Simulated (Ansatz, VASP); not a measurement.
**One calculation of MgS, two programs**

The input INCAR:

```
SYSTEM = MgS
PREC = Accurate
ENCUT = 520
EDIFF = 1E-7
ISMEAR = -1
SIGMA = 0.03
LREAL = .FALSE.
LASPH = .TRUE.
NELM = 80
ALGO = Normal
ISIF = 2
LWAVE = .FALSE.
LCHARG = .FALSE.
GGA = PE
NBANDS = 11
```

KPOINTS

```
regular mesh
0
G
  10 10 10
  0 0 0
```

POSCAR

```
MgS
1.0
    0.0000000000      2.6016500000      2.6016500000
    2.6016500000      0.0000000000      2.6016500000
    2.6016500000      2.6016500000      0.0000000000
Mg S
1 1
Direct
    0.0133150116      0.0133150116      0.0133150116
    0.5000000000      0.5000000000      0.5000000000
```

Input for Ansatz:

```yaml
crystal:
  lattice:
    - [0.0, 2.60165, 2.60165]
    - [2.60165, 0.0, 2.60165]
    - [2.60165, 2.60165, 0.0]
  atoms:
    - { symbol: Mg, position: [0.0133150116, 0.0133150116, 0.0133150116] }
    - { symbol: S, position: [0.5, 0.5, 0.5] }
kpoints:
  mp_grid: { grid: [10, 10, 10] }
scf:
  occupations: { method: fermi_dirac, width: 0.03 }
hamiltonian:
  xc: pbe
  pseudopotentials: { kind: all_electron, lapw: { basis_error: 0.00025 } }
output:
  forces: true
  stress: true
  eigenvalues: true
```

Alike in both runs: task single point; functional PBE; k mesh 10 × 10 × 10; occupations fermi-dirac, width 0.03 eV; no spin polarisation.

|  | VASP | Ansatz |
| --- | --- | --- |
| version | VASP 6.6.1 | Ansatz 0.2.0 |
| potentials or method | VASP PAW PBE potentials, release 64 (Mg, S) | all-electron LAPW, scalar-relativistic |
| plane-wave cutoff (eV) | 520 | see its input |

```csv
,VASP,Ansatz,Ansatz less VASP
gap on the k mesh at the Fermi level (eV),2.77,2.78,+0.011
pressure (GPa),1.3,1.6,+0.29
largest component of the traceless stress (GPa),0.07,0.07,0.000
rms of the force components (eV/Å),0.194,0.194,+0.0007
```

Atom by atom the forces differ by 0.001 eV/Å (rms over components). Ansatz ran all-electron here, so the differences hold the error of VASP's frozen core and of both bases.

A k mesh can miss the band edges.
